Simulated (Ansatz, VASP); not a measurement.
## Two plane-wave programs on TaSi2

File INCAR:

```
SYSTEM = TaSi2
ALGO = Normal
EDIFF = 1E-6
EDIFFG = -0.04
ENCUT = 600
GGA = PE
IBRION = 2
ISIF = 3
ISMEAR = 0
LASPH = .TRUE.
LCHARG = .FALSE.
LREAL = .FALSE.
LWAVE = .FALSE.
NELM = 60
NSW = 90
PREC = Accurate
SIGMA = 0.1
```

KPOINTS

```
k-points
0
G
  6 6 4
  0 0 0
```

File POSCAR:

```
TaSi2
1.0
    3.6161096900      0.0000000000      0.0000000000
   -1.8080548500      3.1316428600      0.0000000000
    0.0000000000      0.0000000000      4.7473319700
Ta Si
1 2
Direct
    0.6666666700      0.3333333300      0.5000000000
    0.3333333300      0.6666666700      0.2271925400
    0.3333333300      0.6666666700      0.7728074600
```

Input for Ansatz:

```yaml
crystal:
  lattice:
    - [3.61610969, 0.0, 0.0]
    - [-1.80805485, 3.13164286, 0.0]
    - [0.0, 0.0, 4.74733197]
  atoms:
    - { symbol: Ta, position: [0.66666667, 0.33333333, 0.5] }
    - { symbol: Si, position: [0.33333333, 0.66666667, 0.22719254] }
    - { symbol: Si, position: [0.33333333, 0.66666667, 0.77280746] }
basis:
  ecutwfc: 420
kpoints:
  mp_grid: { grid: [6, 6, 4] }
hamiltonian:
  xc: pbe
scf:
  occupations: { method: gaussian, width: 0.1 }
  lower_state_search: "off"
output:
  forces: true
  stress: true
  eigenvalues: true
relax:
  adjacent_minimum: "off"
  f_tol: 0.04
  max_steps: 70
  cell: { stress_tol: 0.4 }
```

Alike in both runs: task relaxation of cell and atoms; functional PBE; k mesh 6 × 6 × 4; occupations gaussian, width 0.1 eV; no spin polarisation.

```csv
,VASP,Ansatz
version,VASP 6.6.1,Ansatz 0.2.0
potentials or method,"VASP PAW PBE potentials, release 64 (Ta_pv, Si)","scalar-relativistic, plane waves, PAW"
plane-wave cutoff (eV),600,420
valence electrons in the cell,19,21
```

Ansatz gave:

| Property | Result |
| --- | --- |
| gap on the k mesh at the Fermi level, each at its own relaxed structure (eV) | none |
| relaxed volume (Å³/atom) | 16.40 |
| relaxed cell length with the largest relative difference (Å) | 2.992 |
| energy change over the relaxation (meV/atom) | -918 |

Question: Estimate VASP's values.

Answer: gap on the k mesh at the Fermi level, each at its own relaxed structure (eV): none; relaxed volume (Å³/atom): 16.43; relaxed cell length with the largest relative difference (Å): 2.995; energy change over the relaxation (meV/atom): -915.

A gap of «none» marks a metal or a gap that the smearing closes. The two sets of potentials don't hold the same shells in valence.

The runs have no spin-orbit coupling, so splittings on Ta are missing.
